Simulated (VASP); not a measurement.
Write the native input for VASP 6.6.1 that does the following.

```yaml
Task: relaxation of the atoms
Functional: r2SCAN
Potentials_or_basis: VASP PAW PBE potentials, release 64 (Pb_d)
Cutoff: 600 eV
k_mesh: 14 × 14 × 14
Occupations: methfessel-paxton, width 0.1 eV
Spin: no spin polarisation
Further_INCAR_settings: ALGO = Normal; EDIFF = 1e-07; IBRION = 2; EDIFFG = -0.01; NSW = 40
```

The structure of Pb lies in POSCAR:

```
Pb                                      
1.0
    0.0000000000      2.4982633628      2.4982633628
    2.4982633628      0.0000000000      2.4982633628
    2.4982633628      2.4982633628      0.0000000000
  Pb            
     1
Direct
     0.0000000000000000    0.0000000000000000    0.0000000000000000
```

The input as run:

INCAR

```
SYSTEM = Pb
PREC = Accurate
ENCUT = 600
EDIFF = 1E-7
ISMEAR = 1
SIGMA = 0.1
LREAL = .False.
LASPH = .True.
NELM = 80
ALGO = Normal
ISIF = 2
LWAVE = .False.
LCHARG = .False.
METAGGA = R2SCAN
LMIXTAU = .True.
IBRION = 2
NSW = 40
EDIFFG = -0.01
```

KPOINTS

```
regular mesh
0
Gamma
  14 14 14
  0 0 0
```

Potentials or basis: VASP PAW PBE potentials, release 64 (Pb_d).

Command:

```sh
$ cat potpaw_PBE.64/Pb_d/POTCAR > POTCAR
$ mpirun -np 1 vasp_std > vasp.out
```

Results of the run:

```yaml
Pressure_after_relaxing: 0.0 GPa
Band_gap_on_the_k_mesh: none (metal or under the smearing width)
```

Caveat: the relaxation stopped at its first step, so nothing moved; the PAW data sets were made with another functional, which shifts forces and pressure a little.

Wall time 2.6 min on 1 thread of Intel(R) Xeon(R) Platinum 8488C (Sapphire Rapids) (shared host), peak memory 0.19 GiB.
